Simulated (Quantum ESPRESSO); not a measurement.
# InSe (R3m) in Quantum ESPRESSO: equation of state

Aim: energy against volume of InSe in PBEsol, for its equilibrium volume and stiffness.

Program: Quantum ESPRESSO 7.5. These are calculated values, not measurements. Logs are shortened: lines on timing, memory, paths and dates and some standing lists are left out, and cuts for length are marked.

**1. Starting point**

It takes space group R3m (No. 160, trigonal). The conventional cell has a = 4.000 Å, b = 4.000 Å, c = 25.320 Å, α = 90.00°, β = 90.00°, γ = 120.00°. Around In (site symmetry 3m) lie 3 Se at 2.63 Å and 1 In at 2.82 Å. Around In (site symmetry 3m) lie 3 Se at 2.64 Å and 1 In at 2.82 Å. Se (site symmetry 3m) has 3 In at 2.63 Å as nearest neighbours. Around Se (site symmetry 3m) lie 3 In at 2.64 Å.

**2. Single point, PBEsol, 27.48 Å³/atom**

Input file pw.in:

```
&CONTROL
  calculation = 'scf'
  prefix = 'pwscf'
  outdir = './tmp'
  pseudo_dir = './pseudo'
  tstress = .true.
  disk_io = 'nowf'
/
&SYSTEM
  ibrav = 0
  nat = 4
  ntyp = 2
  ecutwfc = 56
  ecutrho = 448
  nbnd = 27
  occupations = 'smearing'
  smearing = 'fd'
  degauss = 0.00367493
/
&ELECTRONS
  conv_thr = 8d-10
  electron_maxstep = 120
  mixing_beta = 0.5
/
ATOMIC_SPECIES
In   114.8180 in_pbesol_v1.4.uspp.F.UPF
Se    78.9710 se_pbesol_v1.uspp.F.UPF
CELL_PARAMETERS angstrom
   1.9591722174    1.1311286071    8.2677067576
  -1.9591722174    1.1311286071    8.2677067576
   0.0000000000   -2.2622572143    8.2677067576
ATOMIC_POSITIONS crystal
In     0.8886000000    0.8886000000    0.8886000000
In     0.0000000000    0.0000000000    0.0000000000
Se     0.1719000000    0.1719000000    0.1719000000
Se     0.3835000000    0.3835000000    0.3835000000
K_POINTS automatic
8 8 8 0 0 0
```

Potentials or basis: GBRV 1.5 PBEsol.

On the command line:

```
$ OMP_NUM_THREADS=1 mpirun -n 2 pw.x -nk 2 -in pw.in > pw.out
```

pw.out:

```text
This program is part of the open-source Quantum ESPRESSO suite
     for quantum simulation of materials; please cite
[... 13 lines left out ...]
     --------------------
     sticks:   dense  smooth     PW     G-vecs:    dense   smooth      PW
     Sum        4151    2071    645               118593    42027    7259

     Using Slab Decomposition

     bravais-lattice index     =            0
     lattice parameter (alat)  =      16.1980  a.u.
     unit-cell volume          =     741.8524 (a.u.)^3
     number of atoms/cell      =            4
     number of atomic types    =            2
     number of electrons       =        38.00
     number of Kohn-Sham states=           27
     kinetic-energy cutoff     =      56.0000  Ry
     charge density cutoff     =     448.0000  Ry
     scf convergence threshold =      8.0E-10
     mixing beta               =       0.5000
     number of iterations used =            8  plain     mixing
     Exchange-correlation= SLA  PW   PSX  PSC
                           (   1   4  10   8   0   0   0)

     celldm(1)=  16.198027  celldm(2)=   0.000000  celldm(3)=   0.000000
     celldm(4)=   0.000000  celldm(5)=   0.000000  celldm(6)=   0.000000

     crystal axes: (cart. coord. in units of alat)
               a(1) = (   0.228565   0.131962   0.964544 )
               a(2) = (  -0.228565   0.131962   0.964544 )
               a(3) = (   0.000000  -0.263924   0.964544 )

     reciprocal axes: (cart. coord. in units 2 pi/alat)
               b(1) = (  2.187563  1.262990  0.345587 )
               b(2) = ( -2.187563  1.262990  0.345587 )
               b(3) = (  0.000000 -2.525981  0.345587 )

     PseudoPot. # 1 for In read from file:
     in_pbesol_v1.4.uspp.F.UPF
     Pseudo is Ultrasoft + core correction, Zval = 13.0
     Generated by new atomic code, or converted to UPF format
     Using radial grid of  889 points,  6 beta functions with:
                l(1) =   0
                l(2) =   0
                l(3) =   1
                l(4) =   1
                l(5) =   2
                l(6) =   2
     Q(r) pseudized with  6 coefficients,  rinner =    1.400   1.400   1.400
                                                       1.400   1.400

     PseudoPot. # 2 for Se read from file:
     se_pbesol_v1.uspp.F.UPF
     Pseudo is Ultrasoft + core correction, Zval =  6.0
     Generated by new atomic code, or converted to UPF format
     Using radial grid of  877 points,  6 beta functions with:
                l(1) =   0
                l(2) =   0
                l(3) =   1
                l(4) =   1
                l(5) =   2
                l(6) =   2
     Q(r) pseudized with  8 coefficients,  rinner =    1.300   1.300   1.300
                                                       1.300   1.300

     atomic species   valence    mass     pseudopotential
     In               13.00   114.81800     In( 1.00)
     Se                6.00    78.97100     Se( 1.00)

      6 Sym. Ops. (no inversion) found

   Cartesian axes

     site n.     atom                  positions (alat units)
         1        In     tau(   1) = (   0.0000000  -0.0000000   2.5712801  )
         2        In     tau(   2) = (   0.0000000   0.0000000   0.0000000  )
         3        Se     tau(   3) = (  -0.0000000  -0.0000000   0.4974151  )
         4        Se     tau(   4) = (   0.0000000  -0.0000000   1.1097073  )

     number of k points=    65  Fermi-Dirac smearing, width (Ry)=  0.0037
                       cart. coord. in units 2pi/alat
        k(    1) = (   0.0000000   0.0000000   0.0000000), wk =   0.0039062
        k(    2) = (   0.0000000  -0.3157476   0.0431983), wk =   0.0234375
        k(    3) = (   0.0000000  -0.6314951   0.0863967), wk =   0.0234375
        k(    4) = (   0.0000000  -0.9472427   0.1295950), wk =   0.0234375
        k(    5) = (   0.0000000   1.2629903  -0.1727933), wk =   0.0117188
        k(    6) = (  -0.2734454  -0.1578738   0.0863967), wk =   0.0234375
[... 57 lines left out ...]
        k(   64) = (   1.9141179   0.7893689  -0.1727933), wk =   0.0234375
        k(   65) = (   0.0000000   0.0000000  -0.5183799), wk =   0.0039062

     Dense  grid:   118593 G-vectors     FFT dimensions: ( 120, 120, 120)

     Smooth grid:    42027 G-vectors     FFT dimensions: (  80,  80,  80)

     Initial potential from superposition of free atoms

     starting charge      34.9999, renormalised to      38.0000
     Starting wfcs are   26 randomized atomic wfcs +    1 random wfcs

     Self-consistent Calculation

     iteration #  1     ecut=    56.00 Ry     beta= 0.50
     Davidson diagonalization with overlap
     ethr =  1.00E-02,  avg # of iterations =  5.5

     total energy              =    -351.79091845 Ry
     estimated scf accuracy    <       4.19263696 Ry

     iteration #  2     ecut=    56.00 Ry     beta= 0.50
     Davidson diagonalization with overlap
     ethr =  1.00E-02,  avg # of iterations =  2.0

     total energy              =    -353.02761228 Ry
     estimated scf accuracy    <       0.36715187 Ry

     iteration #  3     ecut=    56.00 Ry     beta= 0.50
     Davidson diagonalization with overlap
     ethr =  9.66E-04,  avg # of iterations =  2.1

     total energy              =    -353.09456897 Ry
     estimated scf accuracy    <       0.15118412 Ry

     iteration #  4     ecut=    56.00 Ry     beta= 0.50
     Davidson diagonalization with overlap
     ethr =  3.98E-04,  avg # of iterations =  2.0

     total energy              =    -353.11829615 Ry
     estimated scf accuracy    <       0.00591890 Ry

     iteration #  5     ecut=    56.00 Ry     beta= 0.50
     Davidson diagonalization with overlap
     ethr =  1.56E-05,  avg # of iterations =  4.2
[... 22 lines left out ...]
     total energy              =    -353.11919398 Ry
     estimated scf accuracy    <       0.00000017 Ry

     iteration #  9     ecut=    56.00 Ry     beta= 0.50
     Davidson diagonalization with overlap
     ethr =  4.57E-10,  avg # of iterations =  3.5

     total energy              =    -353.11919403 Ry
     estimated scf accuracy    <       0.00000003 Ry

     iteration # 10     ecut=    56.00 Ry     beta= 0.50
     Davidson diagonalization with overlap
     ethr =  8.49E-11,  avg # of iterations =  2.5

     total energy              =    -353.11919404 Ry
     estimated scf accuracy    <          3.3E-09 Ry

     iteration # 11     ecut=    56.00 Ry     beta= 0.50
     Davidson diagonalization with overlap
     ethr =  8.68E-12,  avg # of iterations =  2.7

     End of self-consistent calculation

          k = 0.0000 0.0000 0.0000 (  5233 PWs)   bands (ev):

    -7.9470  -7.7383  -7.7383  -7.6509  -7.6509  -7.6196  -7.6196  -7.4962
    -7.4271  -7.4271  -7.0092  -6.4966   0.3094   3.4547   5.2576   5.5775
     5.5775   5.6773   5.6773   8.7259   9.0738  11.3779  11.3779  12.1746
    12.4689  12.4689  14.5970

          k = 0.0000-0.3157 0.0432 (  5236 PWs)   bands (ev):

    -7.9640  -7.8158  -7.7640  -7.7338  -7.6370  -7.6253  -7.6109  -7.4837
    -7.4286  -7.3784  -6.7833  -6.3262   0.4415   3.1494   4.4822   5.1305
     5.3550   5.4923   5.7092   9.1409   9.7814  10.6719  11.5571  11.7441
    12.5054  12.8620  14.0355

          k = 0.0000-0.6315 0.0864 (  5240 PWs)   bands (ev):

    -8.0555  -7.9223  -7.8604  -7.7283  -7.6391  -7.6038  -7.5842  -7.4927
    -7.4316  -7.3101  -6.2861  -5.9112   0.6893   2.2621   3.1571   4.7549
     4.9183   5.0668   5.8442   8.9060   9.2709  10.9105  11.2762  11.8155
    13.3827  13.4865  13.7494

          k = 0.0000-0.9472 0.1296 (  5260 PWs)   bands (ev):

    -8.1485  -8.0317  -7.8564  -7.7280  -7.6525  -7.5716  -7.5516  -7.5047
    -7.4329  -7.2644  -5.7430  -5.4646   0.4606   1.3392   2.8093   4.5608
     4.6325   4.6818   5.4633   8.2083   9.0367  10.5475  11.0757  11.8838
    13.5194  13.5433  14.2324

          k = 0.0000 1.2630-0.1728 (  5244 PWs)   bands (ev):

    -8.1824  -8.0701  -7.8525  -7.7289  -7.6579  -7.5589  -7.5369  -7.5097
    -7.4327  -7.2480  -5.4755  -5.2676   0.1481   0.9188   3.2027   4.3647
     4.4296   4.5313   5.1378   8.0446   8.9764  10.5322  10.9011  11.8788
    13.2859  13.4236  13.9891

          k =-0.2734-0.1579 0.0864 (  5249 PWs)   bands (ev):

    -7.9636  -7.8154  -7.7650  -7.7340  -7.6370  -7.6253  -7.6110  -7.4843
    -7.4285  -7.3784  -6.7775  -6.3324   0.4579   3.1040   4.4817   5.1175
     5.3180   5.5322   5.7801   9.0710   9.7783  10.6725  11.5762  11.8801
    12.4459  12.8133  14.0825

          k =-0.2734-0.4736 0.1296 (  5251 PWs)   bands (ev):

    -8.0223  -7.8854  -7.8558  -7.7315  -7.6317  -7.6160  -7.5963  -7.4879
    -7.4321  -7.3264  -6.4220  -6.0456   0.6654   2.5336   3.5613   4.7405
     4.8900   4.9992   5.9951   9.3138   9.8750  10.5611  11.5120  11.6627
    12.2213  13.6173  13.9293

          k =-0.2734-0.7894 0.1728 (  5250 PWs)   bands (ev):

    -8.1144  -8.0011  -7.8587  -7.7345  -7.6405  -7.5876  -7.5710  -7.4950
    -7.4370  -7.2779  -5.9030  -5.6130   0.6639   1.7437   2.9251   4.1515
     4.3013   4.7627   5.7942   9.0354   9.4613  10.7640  11.2022  11.5216
    12.8760  13.7295  14.1727
[... 218 lines left out ...]
          k = 1.3672 0.7894-0.3024 (  5252 PWs)   bands (ev):

    -8.1340  -8.0484  -7.8545  -7.7287  -7.6523  -7.5713  -7.5516  -7.5067
    -7.4325  -7.2647  -5.6548  -5.5567   0.4730   1.2948   3.2194   4.0030
     4.3927   4.8775   5.6099   8.5127   8.9734  10.3833  10.8136  11.4787
    13.8427  14.2626  14.5317

          k = 1.3672 0.4736-0.2592 (  5259 PWs)   bands (ev):

    -8.1616  -8.0773  -7.8512  -7.7394  -7.6468  -7.5678  -7.5505  -7.5014
    -7.4385  -7.2512  -5.3859  -5.3679   0.3138   1.0122   3.2810   3.9998
     4.1016   4.2513   5.2787   8.6945   9.1622  10.4949  11.0532  11.1948
    13.3792  14.4076  14.7496

          k = 1.3672 0.1579-0.2160 (  5257 PWs)   bands (ev):

    -8.1740  -8.0868  -7.8485  -7.7556  -7.6272  -7.5729  -7.5686  -7.4838
    -7.4536  -7.2458  -5.2419  -5.1760   0.3655   1.0308   2.6870   3.1651
     4.1077   4.5225   5.1108   8.5933   9.3713  10.4861  11.3953  12.3848
    13.1256  14.0919  14.7632

          k = 1.3672-0.1579-0.1728 (  5252 PWs)   bands (ev):

    -8.1782  -8.0822  -7.8489  -7.7553  -7.6271  -7.5730  -7.5686  -7.4830
    -7.4540  -7.2456  -5.2786  -5.1388   0.3497   1.0723   2.8102   3.0111
     3.8522   4.6512   5.2559   8.8719   9.4125  10.1533  11.2722  12.4340
    13.0003  13.9507  15.1221

          k = 1.0938 0.6315-0.2160 (  5269 PWs)   bands (ev):

    -8.1725  -8.0811  -7.8515  -7.7295  -7.6577  -7.5586  -7.5369  -7.5112
    -7.4323  -7.2484  -5.4120  -5.3322   0.2103   0.8096   3.3977   4.1700
     4.2597   4.7273   5.2393   8.2243   8.7733  10.1753  10.5765  11.4470
    13.7780  14.2522  14.7971

          k = 1.0938 0.3157-0.1728 (  5259 PWs)   bands (ev):

    -8.1676  -8.0705  -7.8518  -7.7392  -7.6468  -7.5679  -7.5505  -7.5007
    -7.4386  -7.2511  -5.4585  -5.2942   0.3725   0.9564   3.0999   3.7884
     4.0969   4.6498   5.4596   8.6059   8.9800  10.5009  10.9701  11.2154
    13.3193  14.2112  14.9894

          k = 0.8203 0.4736-0.1296 (  5253 PWs)   bands (ev):

    -8.1452  -8.0354  -7.8560  -7.7285  -7.6524  -7.5714  -7.5515  -7.5054
    -7.4327  -7.2645  -5.7335  -5.4745   0.5613   1.1887   2.8001   4.4372
     4.6183   4.8220   5.7271   8.2793   8.6498  10.3994  11.0048  11.6224
    13.3939  13.9588  14.7187

          k =-0.0000 0.0000 0.2592 (  5254 PWs)   bands (ev):

    -7.9459  -7.7385  -7.7385  -7.6508  -7.6508  -7.6197  -7.6197  -7.5136
    -7.4270  -7.4270  -6.9300  -6.5708   0.4944   2.8632   5.5289   5.5289
     5.7298   5.7298   5.9885   8.2633   9.0879  11.3271  11.3271  12.4060
    12.5436  12.5436  14.8384
[... 106 lines left out ...]
          k = 1.9141 1.1051-0.2160 (  5245 PWs)   bands (ev):

    -7.9572  -7.8047  -7.7870  -7.7342  -7.6368  -7.6253  -7.6110  -7.4920
    -7.4284  -7.3788  -6.6008  -6.5152   0.7963   2.4493   4.6078   4.7517
     5.2641   5.5945   6.8312   8.4103   9.7599  10.7027  11.4644  11.9383
    12.9697  12.9724  14.5153

          k = 1.9141 0.7894-0.1728 (  5236 PWs)   bands (ev):

    -8.0071  -7.9085  -7.8502  -7.7318  -7.6317  -7.6158  -7.5962  -7.4914
    -7.4319  -7.3260  -6.2752  -6.2019   0.8380   2.4814   3.6980   4.0161
     4.7653   5.1104   6.5460   9.2240   9.9515  10.7093  11.4971  11.5190
    12.4720  13.7256  14.0777

          k = 0.0000 0.0000-0.5184 (  5294 PWs)   bands (ev):

    -7.9448  -7.7387  -7.7387  -7.6507  -7.6507  -7.6197  -7.6197  -7.5289
    -7.4269  -7.4269  -6.7715  -6.7265   0.7438   2.3505   5.4983   5.4983
     5.7644   5.7644   6.9612   7.4512   9.0805  11.2814  11.2814  12.6132
    12.6132  12.6526  15.0317

     the Fermi energy is     7.2172 ev

!    total energy              =    -353.11919404 Ry
     estimated scf accuracy    <          1.4E-10 Ry
     smearing contrib. (-TS)   =      -0.00000170 Ry
     internal energy E=F+TS    =    -353.11919234 Ry

     The total energy is F=E-TS. E is the sum of the following terms:
     one-electron contribution =    -132.64398179 Ry
     hartree contribution      =      91.67810297 Ry
     xc contribution           =    -133.73273906 Ry
     ewald contribution        =    -178.42057447 Ry

     convergence has been achieved in  11 iterations

     Computing stress (Cartesian axis) and pressure

          total   stress  (Ry/bohr**3)                   (kbar)     P=       36.58
   0.00028139  -0.00000000  -0.00000000           41.39       -0.00       -0.00
   0.00000000   0.00028139   0.00000000            0.00       41.39        0.00
  -0.00000000   0.00000000   0.00018317           -0.00        0.00       26.94

=------------------------------------------------------------------------------=
   JOB DONE.
=------------------------------------------------------------------------------=
```

Run time: 7.5 min. Hardware: 2 MPI ranks of Arm Neoverse V1, shared host; peak memory 0.98 GiB.

What came out:

```yaml
Free_energy: -4804.4314 eV
Pressure: 3.7 GPa
Band_gap_on_the_k_mesh: 0.49 eV, direct
```

Caveat: spin-orbit coupling is left out, which moves the levels of the heavy elements.

**3. Single point, PBEsol, 28.07 Å³/atom**

pw.in, as its differences from that of step 2:

```diff
@@ -28,5 +28,5 @@
 CELL_PARAMETERS angstrom
-   1.9591722174    1.1311286071    8.2677067576
-  -1.9591722174    1.1311286071    8.2677067576
-   0.0000000000   -2.2622572143    8.2677067576
+   1.9729696595    1.1390945640    8.3259319629
+  -1.9729696595    1.1390945640    8.3259319629
+   0.0000000000   -2.2781891280    8.3259319629
 ATOMIC_POSITIONS crystal
```

Potentials or basis: GBRV 1.5 PBEsol.

On the command line:

```
$ OMP_NUM_THREADS=1 mpirun -n 2 pw.x -nk 2 -in pw.in > pw.out
```

Wall time 7.5 min (2 MPI ranks of Arm Neoverse V1, shared host); peak memory 1 GiB.

Results (log left out):

```yaml
Free_energy: -4804.4763 eV
Pressure: 2.3 GPa
Band_gap_on_the_k_mesh: 0.43 eV, direct
```

Caveat: spin-orbit coupling is left out, which moves the levels of the heavy elements.

**4. Single point, PBEsol, 28.65 Å³/atom**

pw.in, as its differences from that of step 3:

```diff
@@ -28,5 +28,5 @@
 CELL_PARAMETERS angstrom
-   1.9729696595    1.1390945640    8.3259319629
-  -1.9729696595    1.1390945640    8.3259319629
-   0.0000000000   -2.2781891280    8.3259319629
+   1.9865767768    1.1469506368    8.3833539979
+  -1.9865767768    1.1469506368    8.3833539979
+   0.0000000000   -2.2939012737    8.3833539979
 ATOMIC_POSITIONS crystal
```

On the command line:

```
$ OMP_NUM_THREADS=1 mpirun -n 2 pw.x -nk 2 -in pw.in > pw.out
```

Wall time 7.5 min (2 MPI ranks of Arm Neoverse V1, shared host); peak memory 0.98 GiB.

It converged, with:

* Free energy: -4804.5025 eV
* Pressure: 1.1 GPa
* Band gap on the k mesh: 0.38 eV, direct

Caveat: spin-orbit coupling is left out, which moves the levels of the heavy elements.

**5. Single point, PBEsol, 29.24 Å³/atom**

pw.in, as its differences from that of step 4:

```diff
@@ -28,5 +28,5 @@
 CELL_PARAMETERS angstrom
-   1.9865767768    1.1469506368    8.3833539979
-  -1.9865767768    1.1469506368    8.3833539979
-   0.0000000000   -2.2939012737    8.3833539979
+   2.0000000000    1.1547005384    8.4400000000
+  -2.0000000000    1.1547005384    8.4400000000
+   0.0000000000   -2.3094010768    8.4400000000
 ATOMIC_POSITIONS crystal
```

On the command line:

```
$ OMP_NUM_THREADS=1 mpirun -n 2 pw.x -nk 2 -in pw.in > pw.out
```

Wall time 7.5 min (2 MPI ranks of Arm Neoverse V1, shared host); peak memory 0.98 GiB.

Results (log left out):

```yaml
Free_energy: -4804.5121 eV
Pressure: 0.0 GPa
Band_gap_on_the_k_mesh: 0.32 eV, direct
```

Caveat: spin-orbit coupling is left out, which moves the levels of the heavy elements.

**6. Single point, PBEsol, 29.82 Å³/atom**

pw.in, as its differences from that of step 5:

```diff
@@ -28,5 +28,5 @@
 CELL_PARAMETERS angstrom
-   2.0000000000    1.1547005384    8.4400000000
-  -2.0000000000    1.1547005384    8.4400000000
-   0.0000000000   -2.3094010768    8.4400000000
+   2.0132454191    1.1623477847    8.4958956687
+  -2.0132454191    1.1623477847    8.4958956687
+   0.0000000000   -2.3246955694    8.4958956687
 ATOMIC_POSITIONS crystal
```

Potentials or basis: GBRV 1.5 PBEsol.

On the command line:

```
$ OMP_NUM_THREADS=1 mpirun -n 2 pw.x -nk 2 -in pw.in > pw.out
```

Run time: 8 min. Hardware: 2 MPI ranks of Arm Neoverse V1, shared host; peak memory 0.98 GiB.

It converged, with:

| Property | Result |
| --- | --- |
| Free energy | -4804.5067 eV |
| Pressure | -0.9 GPa |
| Band gap on the k mesh | 0.28 eV, direct |

Caveat: spin-orbit coupling is left out, which moves the levels of the heavy elements.

**7. Single point, PBEsol, 30.41 Å³/atom**

pw.in, as its differences from that of step 6:

```diff
@@ -28,5 +28,5 @@
 CELL_PARAMETERS angstrom
-   2.0132454191    1.1623477847    8.4958956687
-  -2.0132454191    1.1623477847    8.4958956687
-   0.0000000000   -2.3246955694    8.4958956687
+   2.0263188076    1.1698957091    8.5510653682
+  -2.0263188076    1.1698957091    8.5510653682
+   0.0000000000   -2.3397914182    8.5510653682
 ATOMIC_POSITIONS crystal
```

On the command line:

```
$ OMP_NUM_THREADS=1 mpirun -n 2 pw.x -nk 2 -in pw.in > pw.out
```

Run time: 7.9 min. Hardware: 2 MPI ranks of Arm Neoverse V1, shared host; peak memory 1 GiB.

It converged, with:

```
Free energy            : -4804.4880 eV
Pressure               : -1.8 GPa
Band gap on the k mesh : 0.23 eV, direct
```

Caveat: spin-orbit coupling is left out, which moves the levels of the heavy elements.

**8. Equation of state, PBEsol**

Potentials or basis: GBRV 1.5 PBEsol.

This step only gathers the single runs of the series.

What came out:

| Quantity | Value |
| --- | --- |
| Equilibrium volume | 29.31 Å³/atom |
| Bulk modulus at fixed shape and positions | 50 GPa |
| Pressure derivative of the bulk modulus | 4.7 |

Energy against volume, from the lowest point:
| volume (Å³/atom) | energy (meV/atom) |
| --- | --- |
| 27.483 | 20.17 |
| 28.068 | 8.94 |
| 28.652 | 2.38 |
| 29.237 | 0.00 |
| 29.822 | 1.34 |
| 30.406 | 6.01 |

Caveat: the cell was scaled at fixed shape and fractional positions, which overstates the stiffness of a crystal with free parameters, most of all of layers and chains.
